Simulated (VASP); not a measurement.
Input of a VASP 6.6.1 run:

Contents of INCAR:

```
  ALGO = Normal
  EDIFF = 1E-7
  EDIFFG = -0.005
  ENCUT = 600
  IBRION = 2
  ISIF = 3
  ISMEAR = 1
  LASPH = T
  LCHARG = F
  LREAL = F
  LWAVE = F
  NELM = 80
  NSW = 90
  PREC = Accurate
  SIGMA = 0.1
```

Contents of KPOINTS:

```
k-points
0
Gamma
  14 14 14
```

POSCAR

```
AlNi                                    
1.0
    2.8341860366     -0.0000000000     -0.0000000000
   -0.0000000000      2.8341860366     -0.0000000000
    0.0000000000     -0.0000000000      2.8341860366
  Al              Ni            
     1     1
Direct
     0.0000000000000000    0.0000000000000000    0.0000000000000000
     0.5000000000000000    0.5000000000000000    0.5000000000000000
```

Potentials or basis: VASP PAW LDA potentials, release 64 (Al, Ni).

Run with:

```console
$ cat potpaw_LDA.64/Al/POTCAR potpaw_LDA.64/Ni/POTCAR > POTCAR
$ mpirun -np 1 vasp_std > vasp.out
```

Q: Predict the band gap on the k mesh.

A: None (metal or under the smearing width).

Final structure:
```
Al Ni
1.0
     2.83419    0.00000    0.00000
     0.00000    2.83419    0.00000
     0.00000    0.00000    2.83419
Al Ni
1 1
Direct
  0.00000 0.00000 0.00000
  0.50000 0.50000 0.50000
```

Caveat: the relaxation stopped at its first step, so nothing moved. Spin polarisation is off, so any magnetic state and its effect on volume and gap are missing.
